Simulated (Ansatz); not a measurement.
Na under changes of volume

One of the cells (39.256 Å³/atom); the others are scaled copies at fixed shape and fractional positions:

```
CELL_PARAMETERS angstrom
-2.14100 2.14100 2.14100
2.14100 -2.14100 2.14100
2.14100 2.14100 -2.14100
ATOMIC_POSITIONS crystal
Na 0.00000 0.00000 0.00000
```

| Item | Value |
| --- | --- |
| Program | Ansatz 0.2.0 |
| Functional | PBE |
| Potentials or basis | Ansatz PAW |
| Cutoff | 420 eV (not typed: the program's choice for these potentials) |
| k mesh | 9 × 9 × 9 |
| Occupations | fermi-dirac, width 0.05 eV |
| Spin | no spin polarisation |

```tsv
volume (Å³/atom)	energy over the lowest point (meV/atom)	pressure (GPa)
36.901	0.00	0.0
37.686	0.42	-0.2
38.471	1.57	-0.3
39.256	3.39	-0.4
40.041	5.81	-0.5
40.827	?	?
41.612	12.25	-0.8
```

Problem. What does the run at 40.827 Å³/atom give?

Solution. Energy over the lowest point 8.78 meV/atom; pressure -0.7 GPa.

Worked out: A Birch-Murnaghan fit of order 3 (a polynomial in V^(-2/3)) to the other rows has its minimum at 36.87 Å³/atom, just outside them, with B0 = V·E''(V) = 7.8 GPa and B' = 3.6. It gives 8.78 meV/atom at 40.827 Å³/atom, against the run's 8.78, and -dE/dV = -0.7 GPa, against -0.7.

Energies are extrapolated to zero smearing.
